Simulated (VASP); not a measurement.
KF (Carobbiite), 2 atoms in the cell. It takes space group Fm-3m (No. 225, cubic). The conventional cell has a = 5.421 Å, b = 5.421 Å, c = 5.421 Å, α = 90.00°, β = 90.00°, γ = 90.00°. K (site symmetry m-3m) has 6 F at 2.71 Å as nearest neighbours. F (site symmetry m-3m) has 6 K at 2.71 Å as nearest neighbours. 

| Item | Value |
| --- | --- |
| Program | VASP 6.6.1 |
| Task | relaxation of cell and atoms |
| Functional | PBE |
| Potentials or basis | VASP PAW PBE potentials, release 64 (K_sv, F) |
| Cutoff | 600 eV |
| k mesh | 10 × 10 × 10 |
| Occupations | gaussian, width 0.03 eV |
| Spin | no spin polarisation |
| Further INCAR settings | ALGO = Normal; EDIFF = 1e-07; IBRION = 2; EDIFFG = -0.005; NSW = 90; ISIF = 3 |

Potentials or basis: VASP PAW PBE potentials, release 64 (K_sv, F).

Run with:

```sh
$ cat potpaw_PBE.64/K_sv/POTCAR potpaw_PBE.64/F/POTCAR > POTCAR
$ mpirun -np 1 vasp_std > vasp.out
```

Hardware: 1 thread of AMD EPYC 9R45 96-Core Processor (Zen 5), with other jobs on the host.

Task: How long does it take, and how much memory?

Result: Wall time 14 s on 1 thread of AMD EPYC 9R45 96-Core Processor (Zen 5) (shared host), peak memory 0.16 GiB. Counts: scf iterations 14, k points 47, ion steps 1.
